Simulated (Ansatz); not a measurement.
A crystal relaxed with r2SCAN in Ansatz 0.2.0 has space group F-43m (No. 216) and a = 5.666 Å.

```tsv
atom	site	x	y	z
Ga	4a	0.0000	0.0000	0.0000
Xx	4d	0.2500	0.2500	0.7500
```

The r2SCAN gap is direct at Γ: 0.96 eV. With HSE06 the gap is 1.36 eV and direct, at Γ. With PBE the gap is 0.47 eV and direct, at Γ. Meshes: r2SCAN 8×8×8, HSE06 6×6×6, PBE 8×8×8. r2SCAN's ε∞ is 11.6 in all directions.

Question: Which element is Xx?
A. N
B. P
C. As
D. Bi

Answer: C. Xx is As: GaAs in the zincblende structure. Ga has 4 As at 2.45 Å; As has 4 Ga at 2.45 Å.

No spin polarisation and no zero-point or thermal motion.

Spin-orbit coupling is left out.

The meshes of the hybrids are coarse, so their gaps aren't converged to the digits shown.
